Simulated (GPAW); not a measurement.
# Cl (Cmce) in GPAW: notebook

Runs on Cl. Level: PBE. Tasks: single point.

All numbers are computed with GPAW 26.7.0; they aren't measurements. Logs are shortened: lines on timing, memory, paths and dates and some standing lists are left out, and cuts for length are marked. The log counts tension as positive stress, the text compression.

### 1 The crystal as given

Symmetry: Cmce, No. 64, orthorhombic system. Conventional cell: a = 6.290 Å, b = 4.500 Å, c = 8.210 Å, α = 90.00°, β = 90.00°, γ = 90.00°. Cl (site symmetry m) has 1 Cl at 2.02 Å as nearest neighbours.

### 2 Single point, PBE

Input file run.py:

```python
from ase.dft.bandgap import bandgap
from ase.io import write
from ase.spacegroup import crystal
from ase.units import GPa
from gpaw import GPAW, PW

# Cl 8f
atoms = crystal(['Cl'],
                basis=[[0.5, 0.13, 0.4]],
                spacegroup=64, setting=1,  # Cmce
                cellpar=[6.29, 4.5, 8.21, 90.0, 90.0, 90.0],
                primitive_cell=True)

calc = GPAW(mode=PW(400),
            xc='PBE',
            kpts={'size': (5, 5, 3), 'gamma': True},
            occupations={'name': 'fermi-dirac', 'width': 0.05},
            nbands=26,
            convergence={'density': 1e-05, 'energy': 1e-05},
            maxiter=80,
            txt='gpaw.txt')
atoms.calc = calc
energy = atoms.get_potential_energy()
forces = atoms.get_forces()
stress = atoms.get_stress()
calc.write('gs.gpw')
write('result.traj', atoms)
print(f'Energy: {energy:.6f} eV')
print('Forces (eV/A):')
print(forces.round(4))
print('Stress (GPa):', (stress / GPa).round(3))
print('Fermi level:', round(calc.get_fermi_level(), 4), 'eV')
print(f'Gap: {bandgap(calc)[0]:.4f} eV, direct: {bandgap(calc, direct=True)[0]:.4f} eV')
```

Potentials or basis: GPAW PAW data sets (gpaw-data 1.2.1), pw.

On the command line:

```
> OMP_NUM_THREADS=1 python run.py
```

gpaw.txt:

```text
__  _  _
 | _ |_)|_||  |
 |__||  | ||/\| - 26.7.0

Input parameters:
  mode=PW(ecut=400.0),
  convergence={'density': 1e-05, 'energy': 1e-05},
  kpts=MonkhorstPack(size=(5, 5, 3), gamma=True),
  maxiter=80,
  nbands=26,
  occupations=Occupations(name='fermi-dirac', width=0.05),
  xc=XC(name='PBE')

Diagonalizing LCAO Hamiltonian
Converting LCAO to pw mode

          Cl

        Cl

         Cl

       Cl

Atoms  # Å, Bohr magnetons
|   | symbol |        x |         y |        z |    initial magnetic moments |
|---|--------|----------|-----------|----------|-----------------------------|
| 0 |     Cl | 3.145000 | -1.665000 | 0.821000 | ( 0.0000,  0.0000,  0.0000) |
| 1 |     Cl | 3.145000 | -0.585000 | 4.926000 | ( 0.0000,  0.0000,  0.0000) |
| 2 |     Cl | 3.145000 |  0.585000 | 3.284000 | ( 0.0000,  0.0000,  0.0000) |
| 3 |     Cl | 3.145000 |  1.665000 | 7.389000 | ( 0.0000,  0.0000,  0.0000) |

Unit cell  # Å
| periodic |        x |         y |        z |  lengths |    angles |
|----------|----------|-----------|----------|----------|-----------|
|      yes | 3.145000 | -2.250000 | 0.000000 | 3.866979 | 90.000000 |
|      yes | 3.145000 |  2.250000 | 0.000000 | 3.866979 | 90.000000 |
|      yes | 0.000000 |  0.000000 | 8.210000 | 8.210000 | 71.161476 |

Number of symmetries: 4
Symmetry operations  # r_c * U_cc + t_c -> r_c
|   | kind |            matrix            |
|---|------|------------------------------|
| 0 |  E   |  1, 0, 0,  0, 1, 0,  0, 0, 1 |
| 1 |  C2  |  0, 1, 0,  1, 0, 0,  0, 0,-1 |
| 2 |  σ   |  0,-1, 0, -1, 0, 0,  0, 0, 1 |
| 3 |  i   | -1, 0, 0,  0,-1, 0,  0, 0,-1 |

BZ-sampling:
  Number of BZ points: 75
  Number of IBZ points: 24

  Monkhorst-Pack size: [5, 5, 3]
  Monkhorst-Pack shift: [0, 0, 0]

K-points  # in reciprocal-cell coordinates
|     |                                coordinates |     weight |
|-----|--------------------------------------------|------------|
|   0 | (  0.00000000,   0.00000000,   0.00000000) | 0.01333333 |
|   1 | (  0.00000000,   0.00000000,   0.33333333) | 0.02666667 |
|   2 | (  0.20000000,  -0.20000000,  -0.33333333) | 0.02666667 |
|   3 | (  0.20000000,  -0.20000000,   0.00000000) | 0.02666667 |
|   4 | (  0.20000000,  -0.20000000,   0.33333333) | 0.02666667 |
|   5 | (  0.20000000,   0.00000000,  -0.33333333) | 0.05333333 |
|   6 | (  0.20000000,   0.00000000,   0.00000000) | 0.05333333 |
|   7 | (  0.20000000,   0.00000000,   0.33333333) | 0.05333333 |
|   8 | (  0.20000000,   0.20000000,   0.00000000) | 0.02666667 |
|   9 | (  0.20000000,   0.20000000,   0.33333333) | 0.05333333 |
| ... |                                            |            |
|  23 | (  0.40000000,   0.40000000,   0.33333333) | 0.05333333 |

Plane wave coefficients: 2120
Cutoff: 400.0 eV

Spin-components: 1 (collinear spins)
Bands:           26
Projectors:      20
Spin-degeneracy: 2
Datatype:        complex128

Parallelization:
  kpt:    1
  domain: 1
  band:   1

Density:
  Valence electrons: 28.0
  Components: 1
  Grid points: [18 18 40]
  Charge: 0.0  # |e|

Potential:
  Grid points: [18 18 40]

species:
  Cl:
    name:    Chlorine
    Z:       17.0
    valence: 7
    core:    10
    charge:  0.0  # [|e|]
    compensation charges:
      type: gauss
      rc: 0.25  # [Å]
      lmax: 2
    cutoffs:
      filter: 1.40  # [Å]
      core: 1.49  # [Å]
    projectors
    | kind |    occ | energy [eV] | rcut [Å] |
    |------|--------|-------------|----------|
    |   3s |  2.000 |     -20.689 |    0.794 |
    |   3p |  5.000 |      -8.594 |    0.794 |
    |    s |        |       6.523 |    0.794 |
    |    p |        |      18.617 |    0.794 |
    |    d |        |       0.000 |    0.794 |

    Using partial waves for Cl as LCAO basis

Reference energy: -50219.797583  # eV

eigensolver:
  PPCG
  Converge bands: occupied
  niter=2

density mixing:
  MSR1-Mixer
  Pratt-step length: 0.05
  Maximum mixing coefficient: 0.75
  Old densities: 10
  SVD Regularization: 0.005
  Good broyden scale: 1.0
  Trust region scale: 1.0
  Backstep threshold: 4.0
  History deletion threshold: 6.0
  Fourier metric: weight=20.0, sigma=0.015

occupation numbers:
  Fermi-Dirac:
    width: 0.0500  # eV

poisson solver:
  ecut: 3200.0  # eV

xc functional:
  name: PBE with 2 nearest neighbor stencil

convergence criteria:
- Maximum integral of absolute [dens]ity change: 1e-05 electrons / valence electron
- Maximum [total energy] change in last 3 cyles: 1e-05 eV / valence electron
- Maximum integral of absolute [eigenst]ate change: 4e-08 eV^2 / valence electron
maximum number of iterations: 80

SCF iterations
|iter     | |      energy | eigst |  dens |
|---------|-|-------------|-------|-------|
|iter:   1| |   -7.489739 | -0.07 |       |
|iter:   2| |   -7.459614 | -1.75 | -1.06 |
|iter:   3| |   -7.020418 | -1.91 | -1.09 |
|iter:   4| |   -6.991683 | -2.50 | -1.65 |
|iter:   5| |   -6.991649 | -4.21 | -2.37 |
|iter:   6| |   -6.991851c| -5.22 | -2.66 |
|iter:   7| |   -6.991865c| -6.20 | -3.33 |
|iter:   8| |   -6.991865c| -7.48c| -4.18 |
|iter:   9| |   -6.991865c| -7.64c| -4.59 |
|iter:  10| |   -6.991865c| -8.24c| -5.04c|

Converged in 10 steps
Energy contributions relative to reference atoms: (reference = -50219.797583)

Energy contributions:
  Kinetic:           7.369398
  Coulomb:          -5.835641
  Zero:             -0.032842
  External:          0.000000
  Xc:               -8.492780
  Entropy:          -0.000000
  Spinorbit:         0.000000
  ----------------------------
  Free energy:      -6.991865
  Extrapolated:     -6.991865

dipole moment: (0.000015, -0.000000, 0.000019)  # |e|*Ang

Fermi level: 1.213
Eigenvalues  # (at kpt = [0.000, 0.000, 0.000])
| band index |      eig [eV] | occ [0-2] |
|------------|---------------|-----------|
|          0 |       -16.813 |     2.000 |
|        ... |               |           |
|          6 |        -2.831 |     2.000 |
|          7 |        -2.707 |     2.000 |
|          8 |        -2.365 |     2.000 |
|          9 |        -2.357 |     2.000 |
|         10 |        -0.911 |     2.000 |
|         11 |        -0.613 |     2.000 |
[... 8 lines left out ...]
|         20 |         9.878 |     0.000 |
|         21 |        10.209 |     0.000 |
|        ... |               |           |
|         25 |        12.224 |     0.000 |

Gap: 2.497 eV
Transition (v -> c):
  (s=0, k=11, n=13, [0.40, -0.40, 0.00]) -> (s=0, k=0, n=14, [0.00, 0.00, 0.00])
Direct/indirect transitions are different
Direct gap: 2.548 eV
Transition at: (s=0, k=0, n=13, [0.00, 0.00, 0.00])

Forces  # eV/Ang
|       x |        y |        z |
|---------|----------|----------|
| 0.00000 | -0.01936 |  0.12910 |  # Cl   0
| 0.00000 |  0.01928 |  0.12941 |  # Cl   1
| 0.00000 | -0.01928 | -0.12941 |  # Cl   2
| 0.00000 |  0.01936 | -0.12910 |  # Cl   3

Stress tensor  # eV/Ang^3
|         x |         y |         z |
|-----------|-----------|-----------|
| -0.005904 |  0.000000 |  0.000000 |
|  0.000000 | -0.001660 | -0.000000 |
|  0.000000 | -0.000000 | -0.001364 |

# Writing to gs.gpw (mode='')
```

stdout:

```text
Energy: -6.991865 eV
Forces (eV/A):
[[ 0.     -0.0194  0.1291]
 [ 0.      0.0193  0.1294]
 [ 0.     -0.0193 -0.1294]
 [ 0.      0.0194 -0.1291]]
Stress (GPa): [-0.946 -0.266 -0.218 -0.     0.     0.   ]
Fermi level: 1.2134 eV
Gap: 2.4973 eV, direct: 2.5476 eV
```

It took 19 s on 1 thread of Arm Neoverse V2, shared host; peak memory 0.16 GiB.

These settings aren't checked as converged: the numbers below hold their error.

What came out:

```yaml
Free_energy: -6.9919 eV
Pressure: 0.5 GPa
Largest_force: 0.131 eV/Å
Band_gap_on_the_k_mesh: 2.50 eV, indirect (least direct gap 2.55 eV)
```

Caveat: the cutoff is short for stress and forces, so pressures can be off by a GPa or more; an odd mesh through Γ misses points on the zone boundary, where band edges often lie.

### 3 Single point, PBE

Changes to run.py since step 2:

```diff
@@ -1,4 +1,3 @@
 from ase.dft.bandgap import bandgap
-from ase.io import write
-from ase.spacegroup import crystal
+from ase.io import read, write
 from ase.units import GPa
@@ -6,10 +5,5 @@
 
-# Cl 8f
-atoms = crystal(['Cl'],
-                basis=[[0.5, 0.13, 0.4]],
-                spacegroup=64, setting=1,  # Cmce
-                cellpar=[6.29, 4.5, 8.21, 90.0, 90.0, 90.0],
-                primitive_cell=True)
+atoms = read('Cl.xyz')
 
-calc = GPAW(mode=PW(400),
+calc = GPAW(mode=PW(250),
             xc='PBE',
@@ -19,3 +13,3 @@
             convergence={'density': 1e-05, 'energy': 1e-05},
-            maxiter=80,
+            maxiter=60,
             txt='gpaw.txt')
```

Input file Cl.xyz:

```xyz
4
Lattice="3.1450000000 -2.2500000000 0.0000000000 3.1450000000 2.2500000000 0.0000000000 0.0000000000 0.0000000000 8.2100000000" Properties=species:S:1:pos:R:3 pbc="T T T"
Cl     3.1450000000      0.5850000000      3.2840000000
Cl     3.1450000000      1.6650000000      7.3890000000
Cl     3.1450000000     -0.5850000000      4.9260000000
Cl     3.1450000000     -1.6650000000      0.8210000000
```

Potentials or basis: GPAW PAW data sets (gpaw-data 1.2.1), pw.

On the command line:

```
> OMP_NUM_THREADS=1 python run.py
```

It took 9.8 s on 1 thread of Arm Neoverse V2, shared host; peak memory 0.14 GiB.

These settings aren't checked as converged: the numbers below hold their error.

Results:

| Item | Value |
| --- | --- |
| Free energy | -6.8764 eV |
| Pressure | -0.3 GPa |
| Largest force | 0.176 eV/Å |
| Band gap on the k mesh | 2.50 eV, indirect (least direct gap 2.55 eV) |

Caveat: the cutoff is short for stress and forces, so pressures can be off by a GPa or more; an odd mesh through Γ misses points on the zone boundary, where band edges often lie.

### 4 For comparison

An earlier run on the cell as given: functional PBE; potentials or basis GPAW PAW data sets (gpaw-data 1.2.1); cutoff 600 eV; basis pw; k mesh 7 × 7 × 4; occupations fermi-dirac, width 0.05 eV; no spin polarisation.

- Pressure: 0.7 GPa
- Largest force: 0.137 eV/Å
- Band gap on the k mesh: 2.49 eV, indirect (least direct gap 2.55 eV)
